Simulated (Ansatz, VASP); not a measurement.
# CdS: VASP beside Ansatz

POSCAR

```
CdS
1.0
    0.0000000000      2.8358476072      2.8358476072
    2.8358476072      0.0000000000      2.8358476072
    2.8358476072      2.8358476072      0.0000000000
Cd S
1 1
Direct
    0.0000000000      0.0000000000      0.0000000000
    0.5000000000      0.5000000000      0.5000000000
```

INCAR.step1

```
SYSTEM = CdS
ALGO = Normal ; EDIFF = 1E-4
ENCUT = 520 ; GGA = PE
ISMEAR = 0 ; LASPH = .True.
LCHARG = .False. ; LREAL = .False.
LWAVE = .True. ; NBANDS = 16
NELM = 60 ; PREC = Accurate
SIGMA = 0.01
```

File INCAR.step2:

```
SYSTEM = CdS
ALGO = Normal ; EDIFF = 1E-7
ENCUT = 520 ; ISIF = 2
ISMEAR = 0 ; ISTART = 1
LASPH = .True. ; LCHARG = .False.
LMIXTAU = .True. ; LREAL = .False.
LWAVE = .False. ; METAGGA = R2SCAN
NBANDS = 16 ; NELM = 60
PREC = Accurate ; SIGMA = 0.01
```

File KPOINTS:

```
k-points
0
Gamma
  8 8 8
  0 0 0
```

Input for Ansatz:

```yaml
crystal:
  lattice:
    - [0.0, 2.8358476072, 2.8358476072]
    - [2.8358476072, 0.0, 2.8358476072]
    - [2.8358476072, 2.8358476072, 0.0]
  atoms:
    - { symbol: Cd, position: [0.0, 0.0, 0.0] }
    - { symbol: S, position: [0.5, 0.5, 0.5] }
kpoints:
  mp_grid: { grid: [8, 8, 8] }
  band_path:
    path:
      - [0.0, 0.0, 0.0]
      - [0.5, 0.0, 0.5]
      - [0.625, 0.25, 0.625]
      - [0.375, 0.375, 0.75]
      - [0.5, 0.5, 0.5]
      - [0.5, 0.25, 0.75]
      - [0.0, 0.197917, -0.200521]
      - [0.0, 0.5, 0.5]
    npoints: 1
hamiltonian:
  xc: r2scan
scf:
  occupations: { method: fixed }
  n_extra_bands: 4
output:
  forces: true
  stress: true
  eigenvalues: true
```

Change from the starting cell: hydrostatic strain +4.0%.

Alike in both runs: task single point; functional r2SCAN; k mesh 8 × 8 × 8; no spin polarisation.

|  | VASP | Ansatz |
| --- | --- | --- |
| version | VASP 6.6.1 | Ansatz 0.2.0 |
| potentials or method | VASP PAW PBE potentials, release 64 (Cd, S) | plane waves, PAW |
| plane-wave cutoff (eV) | 520 | 500 |
| occupations | gaussian, width 0.01 eV | fixed |
| valence electrons in the cell | 18 | 26 |

Ansatz gave:

* gap on the k mesh at the Fermi level (eV): 0.71
* pressure (GPa): -7.4

Problem. Which values does VASP return?

Solution. gap on the k mesh at the Fermi level (eV): 0.70; pressure (GPa): -7.1.

The two sets of potentials don't hold the same shells in valence.

Caveats: the PAW data sets were made with another functional, which shifts forces and pressure a little (VASP). A k mesh can miss the band edges.
